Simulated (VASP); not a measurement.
# PbO (Litharge) (P4/nmm) in VASP: notebook, part 2 of 3

VASP 6.6.1. Earlier steps stand in the parts before.

## (4) Band structure, r2SCAN

The input, INCAR:

```
SYSTEM = PbO
PREC     = Accurate       ! precision mode
ENCUT    = 520            ! plane-wave cutoff, eV
EDIFF    = 1E-6           ! SCF threshold, eV
ISMEAR   = 0              ! smearing method
SIGMA    = 0.02           ! smearing width, eV
LREAL    = .False.        ! projectors in reciprocal space
LASPH    = .True.         ! aspherical terms in the spheres
NELM     = 60             ! most SCF steps
ALGO     = Normal         ! electronic algorithm
ISIF     = 2              ! what is computed and relaxed
LWAVE    = .False.        ! write WAVECAR
LCHARG   = .False.        ! write CHGCAR
METAGGA  = R2SCAN         ! meta-GGA
LMIXTAU  = .True.       
NBANDS   = 28             ! bands
```

The input, KPOINTS:

```
regular mesh
0
Gamma
  8 8 6
  0 0 0
```

The input, POSCAR:

```
PbO
1.0
    3.9900000000      0.0000000000      0.0000000000
    0.0000000000      3.9900000000      0.0000000000
    0.0000000000      0.0000000000      5.0100000000
Pb O
2 2
Direct
    0.5000000000      0.0000000000      0.7600000000
    0.0000000000      0.5000000000      0.2400000000
    0.5000000000      0.5000000000      0.0000000000
    0.0000000000      0.0000000000      0.0000000000
```

The input, KPOINTS_OPT:

```
path GXMGZRAZ,XR,MA
15
line-mode
reciprocal
 0.0000000000  0.0000000000  0.0000000000  G
 0.0000000000  0.5000000000  0.0000000000  X

 0.0000000000  0.5000000000  0.0000000000  X
 0.5000000000  0.5000000000  0.0000000000  M

 0.5000000000  0.5000000000  0.0000000000  M
 0.0000000000  0.0000000000  0.0000000000  G

 0.0000000000  0.0000000000  0.0000000000  G
 0.0000000000  0.0000000000  0.5000000000  Z

 0.0000000000  0.0000000000  0.5000000000  Z
 0.0000000000  0.5000000000  0.5000000000  R

 0.0000000000  0.5000000000  0.5000000000  R
 0.5000000000  0.5000000000  0.5000000000  A

 0.5000000000  0.5000000000  0.5000000000  A
 0.0000000000  0.0000000000  0.5000000000  Z

 0.0000000000  0.5000000000  0.0000000000  X
 0.0000000000  0.5000000000  0.5000000000  R

 0.5000000000  0.5000000000  0.0000000000  M
 0.5000000000  0.5000000000  0.5000000000  A
```

Potentials or basis: VASP PAW PBE potentials, release 64 (Pb_d, O).

The run is started by

```console
$ cat potpaw_PBE.64/Pb_d/POTCAR potpaw_PBE.64/O/POTCAR > POTCAR
$ mpirun -np 1 vasp_std > vasp.out
```

OUTCAR:

```text
SYSTEM = PbO
   PREC = Accurate
   ENCUT = 520
   EDIFF = 1E-6
   ISMEAR = 0
   LREAL = .False.
   LASPH = .True.
   NELM = 60
   ISIF = 2
   METAGGA = R2SCAN

 ion  position               nearest neighbor table
   1  0.500  0.000  0.760-   3 2.33   4 2.33   3 2.33   4 2.33   2 3.71   2 3.71   2 3.71   2 3.71
                             2 3.84   2 3.84   2 3.84   2 3.84
   2  0.000  0.500  0.240-   3 2.33   4 2.33   4 2.33   3 2.33   1 3.71   1 3.71   1 3.71   1 3.71
                             1 3.84   1 3.84   1 3.84   1 3.84
   3  0.500  0.500  0.000-   1 2.33   2 2.33   1 2.33   2 2.33
   4  0.000  0.000  0.000-   1 2.33   2 2.33   2 2.33   1 2.33

[... 950 lines left out ...]
  -------------------------------------------------------------------------------------
  Total        0.1620016      0.1620016     -0.0821967      0.0000000      0.0000000      0.0000000
  in kB        3.2542160      3.2542160     -1.6511315      0.0000000      0.0000000      0.0000000
  external PRESSURE =       1.6191002 kB  Pullay stress =       0.0000000 kB

 VOLUME and BASIS-vectors are now :
 -----------------------------------------------------------------------------
  energy-cutoff  :      520.00
  volume of cell :       79.76
      direct lattice vectors                 reciprocal lattice vectors
     3.990000000  0.000000000  0.000000000     0.250626566  0.000000000  0.000000000
     0.000000000  3.990000000  0.000000000     0.000000000  0.250626566  0.000000000
     0.000000000  0.000000000  5.010000000     0.000000000  0.000000000  0.199600798

 POSITION                                       TOTAL-FORCE (eV/Angst)
 -----------------------------------------------------------------------------------
      1.99500      0.00000      3.80760        -0.000000      0.000000      0.289162
      0.00000      1.99500      1.20240         0.000000      0.000000     -0.289162
      1.99500      1.99500      0.00000         0.000000     -0.000000      0.000000
      0.00000      0.00000      0.00000         0.000000      0.000000      0.000000
 -----------------------------------------------------------------------------------
    total drift:                                0.000000      0.000000      0.000000

  FREE ENERGIE OF THE ION-ELECTRON SYSTEM (eV)
  ---------------------------------------------------
  free  energy   TOTEN  =      -129.5007281457 eV

  energy  without entropy=     -129.5007281457  energy(sigma->0) =     -129.50072815
```

OSZICAR:

```text
N       E                     dE             d eps       ncg     rms          rms(c)
DAV:   1     0.360553917908E+03    0.36055E+03   -0.20084E+04  3360   0.173E+03
DAV:   2    -0.805278987183E+02   -0.44108E+03   -0.42269E+03  3460   0.463E+02
DAV:   3    -0.142265542208E+03   -0.61738E+02   -0.60186E+02  4308   0.188E+02
[... 38 lines left out ...]
       N       E                     dE             ncg
DAV:   1     0.550627705242E+05   -0.18244E+05      840
DAV:   2     0.488153570099E+05   -0.62474E+04      876
DAV:   3     0.480350585155E+05   -0.78030E+03     1064
DAV:   4     0.479937106875E+05   -0.41348E+02      952
DAV:   5     0.479922822275E+05   -0.14285E+01      984
DAV:   6     0.479922126230E+05   -0.69605E-01     1096
DAV:   7     0.479922106780E+05   -0.19451E-02     1096
DAV:   8     0.479922106613E+05   -0.16628E-04     1060
DAV:   9     0.479922106611E+05   -0.23314E-06      528
```

Wall time 7.3 min (1 thread of Intel Xeon 6975P-C (Granite Rapids), shared host); peak memory 0.33 GiB.

What came out:

| Property | Result |
| --- | --- |
| Free energy | -129.5007 eV |
| Pressure | 0.2 GPa |
| Largest force | 0.289 eV/Å |
| Band gap on the k mesh | 1.46 eV, indirect (least direct gap 2.52 eV) |
| Band gap along the path | 1.46 eV, indirect (least direct gap 2.52 eV) |

Forces in eV/Å, atoms in the order of the input:
```
Pb   0.000  0.000  0.289
Pb   0.000  0.000 -0.289
O    0.000  0.000  0.000
O    0.000  0.000  0.000
```

Levels at the corners of the path, in eV from the valence-band top:
```csv
point,band 16,band 17,band 18,band 19,band 20,band 21,band 22,band 23,band 24,band 25
Γ,-4.31,-1.77,-1.68,-1.68,0.00,2.83,5.94,5.94,5.97,7.09
X,-3.23,-3.03,-3.03,-1.71,-1.71,3.74,3.74,7.06,7.06,7.09
X,-3.23,-3.03,-3.03,-1.71,-1.71,3.74,3.74,7.06,7.06,7.09
M,-3.47,-1.76,-1.76,-1.06,-1.06,1.46,1.46,5.65,5.65,8.39
M,-3.47,-1.76,-1.76,-1.06,-1.06,1.46,1.46,5.65,5.65,8.39
Γ,-4.31,-1.77,-1.68,-1.68,0.00,2.83,5.94,5.94,5.97,7.09
Γ,-4.31,-1.77,-1.68,-1.68,0.00,2.83,5.94,5.94,5.97,7.09
Z,-4.14,-1.81,-1.71,-1.71,-1.00,2.39,4.30,4.30,4.48,9.22
Z,-4.14,-1.81,-1.71,-1.71,-1.00,2.39,4.30,4.30,4.48,9.22
R,-3.70,-3.00,-3.00,-1.05,-1.05,3.40,3.40,6.67,6.67,7.84
R,-3.70,-3.00,-3.00,-1.05,-1.05,3.40,3.40,6.67,6.67,7.84
A,-3.93,-2.36,-2.36,-1.06,-1.06,3.74,3.74,5.21,5.21,6.17
A,-3.93,-2.36,-2.36,-1.06,-1.06,3.74,3.74,5.21,5.21,6.17
Z,-4.14,-1.81,-1.71,-1.71,-1.00,2.39,4.30,4.30,4.48,9.22
X,-3.23,-3.03,-3.03,-1.71,-1.71,3.74,3.74,7.06,7.06,7.09
R,-3.70,-3.00,-3.00,-1.05,-1.05,3.40,3.40,6.67,6.67,7.84
M,-3.47,-1.76,-1.76,-1.06,-1.06,1.46,1.46,5.65,5.65,8.39
A,-3.93,-2.36,-2.36,-1.06,-1.06,3.74,3.74,5.21,5.21,6.17
```

Caveat: the PAW data sets were made with another functional, which shifts forces and pressure a little; spin-orbit coupling is left out, which as a rule narrows the gap of such compounds by several tenths of an eV. r2SCAN opens gaps a little over a GGA but as a rule still falls short of measured ones.

(Part 2 of 3 ends here.)
